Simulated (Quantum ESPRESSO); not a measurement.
# MnO under changes of volume

One of the cells (10.999 Å³/atom); the others are scaled copies at fixed shape and fractional positions:

```
Mn O
1.0
     0.00000    2.22391    2.22391
     2.22391    0.00000    2.22391
     2.22391    2.22391    0.00000
Mn O
1 1
Direct
  0.00000 0.00000 0.00000
  0.50000 0.50000 0.50000
```

The cell is a database's computed one.

```yaml
Program: Quantum ESPRESSO 7.5
Functional: rev-vdW-DF2
Potentials_or_basis: PseudoDojo 0.4.1 SR PBE standard
Cutoff: 1306 eV
Density_cutoff: 5225 eV
k_mesh: 8 × 8 × 8
Occupations: fermi-dirac, width 0.05 eV
Spin: collinear spin, ferromagnetic start
Starting_moments: "[4.0, 0.0] μB"
```

| volume (Å³/atom) | energy over the lowest point (meV/atom) | pressure (GPa) | moment (μB per cell) |
| --- | --- | --- | --- |
| 10.339 | 1.94 | 3.2 | 4.61 |
| 10.559 | 0.00 | 0.0 | 4.64 |
| 10.779 | 1.39 | -2.1 | 4.71 |
| 10.999 | ? | ? | ? |
| 11.219 | 11.09 | -5.8 | 4.83 |
| 11.439 | 20.23 | -7.9 | 4.86 |
| 11.659 | 32.33 | -9.8 | 4.88 |

What does the run at 10.999 Å³/atom give?

Energy over the lowest point 5.05 meV/atom; pressure -3.9 GPa; moment 4.78 μB per cell.

Worked out: A Birch-Murnaghan fit of order 3 (a polynomial in V^(-2/3)) to the other rows has its minimum at 10.59 Å³/atom with B0 = V·E''(V) = 90 GPa (rough, since the energies scatter). It gives 4.76 meV/atom at 10.999 Å³/atom, against the run's 5.05, and -dE/dV = -3.6 GPa, against -3.9. A parabola through the other rows of the moment, of slope 0.222 μB per Å³/atom there, gives 4.77 μB, against the run's 4.78.

Energies are extrapolated to zero smearing.

Caveats: the potentials were made for another functional, which shifts forces and pressure; a cell with one magnetic atom can't hold antiferromagnetic order, which such compounds often take.
